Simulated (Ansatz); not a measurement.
Structure: LiLaTe2, ordered on the rocksalt lattice (I4_1/amd) with 8 atoms a cell, at its r2SCAN minimum. The symmetry is I4_1/amd (No. 141, tetragonal); a = 6.399 Å, c = 12.787 Å in the conventional setting, 32.72 Å³ an atom. Li is surrounded by 6 Te at 3.18–3.20 Å; Te is surrounded by 3 Li at 3.18–3.20 Å and 3 La at 3.20–3.21 Å; La is surrounded by 6 Te at 3.20–3.21 Å.

4 runs of the PAW code Ansatz on this cell differ in the functional (and in the settings that go with it). Levels are in eV from each run's valence top; v1 is the last filled band, c1 the first empty one.

Run A, mean stress -0.5 GPa (compression positive):
```
point     v2     v1    c1    c2
    Γ  -0.02   0.00  2.52  3.41
    X  -0.02  -0.02  4.48  4.48
    P  -0.04  -0.04  4.40  4.40
    N  -0.44  -0.21  3.10  4.32
    M  -0.60  -0.60  2.50  2.50
    S  -0.69  -0.64  2.72  3.76
```

Run B, mean stress 0.0 GPa (compression positive):
```
point     v2     v1    c1    c2
    Γ  -0.06  -0.05  1.66  2.33
    X  -0.02  -0.02  2.74  2.74
    P  -0.04  -0.04  2.73  2.73
    N  -0.37  -0.20  2.09  2.78
    M  -0.54  -0.54  1.60  1.60
    S  -0.61  -0.56  1.80  2.49
```

Run C, mean stress -0.1 GPa (compression positive):
```
point     v2     v1    c1    c2
    Γ  -0.07  -0.06  1.33  1.97
    X  -0.02  -0.02  2.28  2.28
    P  -0.03  -0.03  2.28  2.28
    N  -0.36  -0.20  1.76  2.32
    M  -0.52  -0.52  1.29  1.29
    S  -0.59  -0.55  1.47  2.09
```

Run D, mean stress -0.5 GPa (compression positive):
```
point     v2     v1    c1    c2
    Γ  -0.03  -0.01  1.87  2.74
    X  -0.02  -0.02  3.79  3.79
    P  -0.04  -0.04  3.71  3.71
    N  -0.42  -0.22  2.43  3.63
    M  -0.60  -0.60  1.85  1.85
    S  -0.68  -0.62  2.07  3.07
```

Question: Match the runs to PBE, r2SCAN, HSE06, PBE0.

Answer: A is PBE0, B is r2SCAN, C is PBE, D is HSE06. In order of the gap: PBE 1.29, r2SCAN 1.60, HSE06 1.85, PBE0 2.50 eV.

The cell comes from a prototype generator: it can be a known phase or a hypothetical one. Spin polarisation is off.

Spin-orbit coupling is left out, which matters wherever the heavy atoms make up the band edges.

The stress of a hybrid is loosely converged in these runs.
